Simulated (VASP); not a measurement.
Input of a VASP 6.6.1 run:

INCAR

```
SYSTEM = InSb
PREC = Accurate
ENCUT = 520
EDIFF = 1E-7
ISMEAR = 0
SIGMA = 0.02
LREAL = .FALSE.
LASPH = .TRUE.
NELM = 80
ALGO = Normal
ISIF = 2
LWAVE = .FALSE.
LCHARG = .FALSE.
GGA = PE
```

KPOINTS

```
Automatic mesh
0
G
  2 2 2
  0 0 0
```

Contents of POSCAR:

```
InSb                                    
1.0
    0.0000000000      3.5006697972      3.5006697972
    3.5006697972      0.0000000000      3.5006697972
    3.5006697972      3.5006697972      0.0000000000
  In              Sb            
     1     1
Direct
     0.0000000000000000    1.0000000000000000    1.0000000000000000
     0.2500000000000000    0.2500000000000000    0.2500000000000000
```

File KPOINTS_OPT:

```
path GXWKGLUWLK,UX
10
line-mode
reciprocal
 0.0000000000  0.0000000000  0.0000000000  G
 0.5000000000  0.0000000000  0.5000000000  X

 0.5000000000  0.0000000000  0.5000000000  X
 0.5000000000  0.2500000000  0.7500000000  W

 0.5000000000  0.2500000000  0.7500000000  W
 0.3750000000  0.3750000000  0.7500000000  K

 0.3750000000  0.3750000000  0.7500000000  K
 0.0000000000  0.0000000000  0.0000000000  G

 0.0000000000  0.0000000000  0.0000000000  G
 0.5000000000  0.5000000000  0.5000000000  L

 0.5000000000  0.5000000000  0.5000000000  L
 0.6250000000  0.2500000000  0.6250000000  U

 0.6250000000  0.2500000000  0.6250000000  U
 0.5000000000  0.2500000000  0.7500000000  W

 0.5000000000  0.2500000000  0.7500000000  W
 0.5000000000  0.5000000000  0.5000000000  L

 0.5000000000  0.5000000000  0.5000000000  L
 0.3750000000  0.3750000000  0.7500000000  K

 0.6250000000  0.2500000000  0.6250000000  U
 0.5000000000  0.0000000000  0.5000000000  X
```

Potentials or basis: VASP PAW PBE potentials, release 64 (In_d, Sb).

Launch:

```sh
$ cat potpaw_PBE.64/In_d/POTCAR potpaw_PBE.64/Sb/POTCAR > POTCAR
$ mpirun -np 1 vasp_std > vasp.out
```

Task: Predict the pressure.

Result: 0.0 GPa.

Task: Estimate the band gap along the path.

Result: None (metal or under the smearing width).

Levels at the corners of the path, in eV from the Fermi level:
```csv
point,band 7,band 8,band 9,band 10,band 11,band 12
Γ,-1.47,-0.01,-0.01,-0.01,2.79,2.79
X,-5.19,-1.66,-1.66,1.28,1.56,6.72
X,-5.19,-1.66,-1.66,1.28,1.56,6.72
W,-5.13,-2.07,-1.96,2.64,3.59,3.84
W,-5.13,-2.07,-1.96,2.64,3.59,3.84
K,-5.10,-2.26,-1.40,1.54,3.22,5.37
K,-5.10,-2.26,-1.40,1.54,3.22,5.37
Γ,-1.47,-0.01,-0.01,-0.01,2.79,2.79
Γ,-1.47,-0.01,-0.01,-0.01,2.79,2.79
L,-4.83,-0.74,-0.74,0.12,3.59,3.59
L,-4.83,-0.74,-0.74,0.12,3.59,3.59
U,-5.10,-2.26,-1.40,1.54,3.22,5.37
U,-5.10,-2.26,-1.40,1.54,3.22,5.37
W,-5.13,-2.07,-1.96,2.64,3.59,3.84
W,-5.13,-2.07,-1.96,2.64,3.59,3.84
L,-4.83,-0.74,-0.74,0.12,3.59,3.59
L,-4.83,-0.74,-0.74,0.12,3.59,3.59
K,-5.10,-2.26,-1.40,1.54,3.22,5.37
U,-5.10,-2.26,-1.40,1.54,3.22,5.37
X,-5.19,-1.66,-1.66,1.28,1.56,6.72
```

Caveat: the k mesh is coarse (spacing up to 0.78 Å⁻¹), so the values aren't converged; spin-orbit coupling is left out, which moves the levels of the heavy elements; this crystal is a semiconductor, whose small gap the functional closes, so the metal is an error of the method.
